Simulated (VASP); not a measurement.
Write the native input for VASP 6.6.1 that does the following.

```
Task                   : relaxation of cell and atoms
Functional             : PBE
Potentials or basis    : VASP PAW PBE potentials, release 54 (N, B)
Cutoff                 : 600 eV
k mesh                 : 12 × 12 × 12
Occupations            : fermi-dirac, width 0.05 eV
Spin                   : no spin polarisation
Further INCAR settings : ALGO = Fast; EDIFF = 1e-06; IBRION = 2; EDIFFG = -0.01; NSW = 40; ISIF = 3
```

The structure of BN lies in POSCAR:

```
BN
1.0
    1.2511217832      0.7223354983      3.3729344033
   -1.2511217832      0.7223354983      3.3729344033
    0.0000000000     -1.4446709966      3.3729344033
N B
1 1
Direct
    0.6672382000      0.6672382000      0.6672382000
    0.0003288000      0.0003288000      0.0003288000
```

The cell is a database's computed one.

The input as run:

INCAR

```
SYSTEM = BN
PREC = Accurate
ENCUT = 600
EDIFF = 1E-6
ISMEAR = -1
SIGMA = 0.05
LREAL = .False.
LASPH = .True.
NELM = 80
ALGO = Fast
ISIF = 3
LWAVE = .False.
LCHARG = .False.
GGA = PE
IBRION = 2
NSW = 40
EDIFFG = -0.01
```

KPOINTS

```
Automatic mesh
0
Gamma
  12 12 12
  0 0 0
```

Potentials or basis: VASP PAW PBE potentials, release 54 (N, B).

Run with:

```sh
$ cat potpaw_PBE.54/N/POTCAR potpaw_PBE.54/B/POTCAR > POTCAR
$ mpirun -np 1 vasp_std > vasp.out
```

Results of the run:

```json
{"Relaxed volume": "10.50 Å³/atom", "Relaxed cell": "a = 4.107 Å, b = 4.107 Å, c = 4.107 Å, α = 35.62°, β = 35.62°, γ = 35.62°", "Space group after relaxing (to 0.05 Å)": "R3m (No. 160)", "Energy gained by relaxing": "8.2 meV/atom", "Ionic steps": "18", "Pressure after relaxing": "0.0 GPa", "Largest force after relaxing": "0.007 eV/Å", "Band gap on the k mesh": "4.47 eV, indirect (least direct gap 4.66 eV)"}
```

Run time: 7.1 min on 1 thread of Intel(R) Xeon(R) Platinum 8375C CPU @ 2.90GHz (Ice Lake), on a shared host, peak memory 0.17 GiB.
